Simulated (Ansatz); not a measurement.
AlNi:

```
CELL_PARAMETERS angstrom
2.88100 0.00000 0.00000
0.00000 2.88100 0.00000
0.00000 0.00000 2.88100
ATOMIC_POSITIONS crystal
Ni 0.50000 0.50000 0.50000
Al 0.00000 0.00000 0.00000
```

Base run:

```yaml
Program: Ansatz 0.2.0
Functional: PBE
Potentials_or_basis: all-electron LAPW, scalar-relativistic
Cutoff: 255 eV (chosen from the basis error)
Basis_error_allowed: 0.001 eV/atom
k_mesh: 9 × 9 × 9
Occupations: gaussian, width 0.02 eV
Spin: collinear spin, ferromagnetic start
Starting_moments: "[1.0, 0.0] μB"
```

Its results: pressure 1.9 GPa; net moment 0.00 μB per cell.

**Question.** The run is repeated on the same cell with these changes: functional from PBE to BLYP; occupations from gaussian, width 0.02 eV to fermi-dirac, width 0.05 eV. What comes out?

**Answer.** Pressure 6.5 GPa; net moment 0.00 μB per cell.

Caveats: the starting moments weren't kept.
